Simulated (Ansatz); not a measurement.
The system is C.

```xyz
2
Lattice="2.1273 -1.2283 0.0000 2.1273 1.2283 0.0000 -1.3791 0.0000 3.5028" Properties=species:S:1:pos:R:3 pbc="T T T"
C    -0.6699    0.0000    3.5025
C     3.5455    0.0000    0.0003
```

This is a stacking variant of graphite.

Program: Ansatz 0.2.0. Alike in all runs: task single point; potentials or basis all-electron PAW datasets made for the crystal; no spin polarisation; cell as given; k mesh 8 × 8 × 4; smearing fermi-dirac 0.05 eV; the mesh is coarse, so values aren't converged.

Problem. Order these runs on this cell by their band gap on the k mesh, lowest first.
A. level HSE06; cutoff (eV) 670
B. level PBE; cutoff (eV) 600
C. level PBE0; cutoff (eV) 670

Solution. B (1.68 eV), A (2.07 eV), C (2.63 eV).

Caveats: all runs use coarse meshes.

A k mesh can miss the band edges.
